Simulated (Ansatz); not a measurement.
# HfC: the cost of one run

Computed with Ansatz 0.2.0 (DFT PBE, scalar-relativistic, plane waves, PAW, unless a step's input says otherwise).

1 further run of the same task is left out (set aside as unsound or not needed).

### Step 1. The structure to begin with

The structure is cubic, space group Fm-3m (No. 225). Conventional cell: a = 4.651 Å, b = 4.651 Å, c = 4.651 Å, α = 90.00°, β = 90.00°, γ = 90.00°. Hf (site symmetry m-3m) has 6 C at 2.33 Å as nearest neighbours. C (site symmetry m-3m) is surrounded by 6 Hf at 2.33 Å.

Coordinates:

```cif
data_structure
_symmetry_space_group_name_H-M 'P 1'
_symmetry_Int_Tables_number 1
_cell_length_a 3.2891
_cell_length_b 3.2891
_cell_length_c 3.2891
_cell_angle_alpha 60.000
_cell_angle_beta 60.000
_cell_angle_gamma 60.000
_cell_volume 25.16
loop_
_atom_site_label
_atom_site_type_symbol
_atom_site_fract_x
_atom_site_fract_y
_atom_site_fract_z
_atom_site_occupancy
Hf1 Hf 0.50000 0.50000 0.50000 1
C1 C 0.00000 0.00000 0.00000 1
```

It is the result of an earlier relaxation at this level (volume 12.58 Å³/atom; gap on the mesh: none (metal)).

### Step 2. Electronic structure at the relaxed geometry

The input, input.yaml:

```yaml
crystal:
  lattice:
    - [0.0, 2.325746722, 2.325746722]
    - [2.325746722, 0.0, 2.325746722]
    - [2.325746722, 2.325746722, 0.0]
  atoms:
    - { symbol: Hf, position: [0.5, 0.5, 0.5] }
    - { symbol: C, position: [0.0, 0.0, 0.0] }
basis:
  ecutwfc: 420
kpoints:
  mp_grid: { grid: [16, 16, 16] }
  band_path:
    path:
      - [[0.0, 0.0, 0.0], [0.5, 0.0, 0.5], [0.625, 0.25, 0.625]]
      - [[0.375, 0.375, 0.75], [0.0, 0.0, 0.0], [0.5, 0.5, 0.5], [0.5, 0.25, 0.75], [0.5, 0.0, 0.5]]
    npoints: 14
hamiltonian:
  xc: pbe
scf:
  occupations: { method: gaussian, width: 0.1 }
  n_extra_bands: 6
output:
  forces: true
  stress: true
  eigenvalues: true
  populations: true
  dos: { projected: true, de: 0.02, nscf_kmesh: { grid: [24, 24, 24] } }
  bader: true
```

On the command line:

```sh
ansatz run input.yaml --threads 1 --pin off --max-ram 2560MiB --backend cpu --events-out ev --progress --plain --runs-dir out
```

**Question.** How long does this run take on 1 thread of Intel Xeon 6975P-C (Granite Rapids), shared host, and how much memory does it need?

About 12 s, with a peak of 0.46 GiB.
